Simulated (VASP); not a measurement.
**InAs: single point with PBE**

**Experimental background.**

A printed reference work, data compilation reports, for a bulk crystal of InAs at 4.2 K: band gap 0.418 eV (direct).

Crystal: InAs.

```
CELL_PARAMETERS angstrom
0.00000 3.01800 3.01800
3.01800 0.00000 3.01800
3.01800 3.01800 0.00000
ATOMIC_POSITIONS crystal
In 0.00000 0.00000 0.00000
As 0.75000 0.75000 0.75000
```

| Property | Result |
| --- | --- |
| Program | VASP 6.6.1 |
| Task | single point |
| Functional | PBE |
| Potentials or basis | VASP PAW PBE potentials, release 64 (In_d, As) |
| Cutoff | 520 eV |
| k mesh | 8 × 8 × 8 |
| Occupations | gaussian, width 0.029 eV |
| Spin | no spin polarisation |

```
Pressure               : 4.4 GPa
Band gap on the k mesh : none (metal or under the smearing width)
```

Levels at points of the mesh, in eV from the Fermi level:
```tsv
k point	band 6	band 7	band 8	band 9	band 10	band 11	band 12	band 13
(0.00, 0.00, 0.00)	-11.91	-0.18	-0.01	-0.01	-0.01	3.90	3.90	3.90
(0.50, 0.00, 0.00)	-10.42	-5.80	-1.01	-1.01	0.96	4.67	4.67	6.85
(0.50, 0.50, 0.00)	-9.87	-5.87	-2.35	-2.35	1.53	2.05	9.21	9.30
```

It took 12 s on 1 thread of Intel(R) Xeon(R) 6975P-C (Granite Rapids) (shared host), peak memory 0.18 GiB.

Against the measured gap of InAs, 0.418 eV (direct; 4.2 K; a printed reference work, data compilation), the calculated 0.00 eV is off by -0.42 eV. Spin-orbit coupling on As, In is left out. The value is that of PBE on a finite k mesh, which can miss the band edges, without temperature or zero-point motion. Semilocal functionals fall short of measured gaps as a rule.

Caveat: this crystal is a semiconductor, whose small gap the functional closes, so the metal is an error of the method.
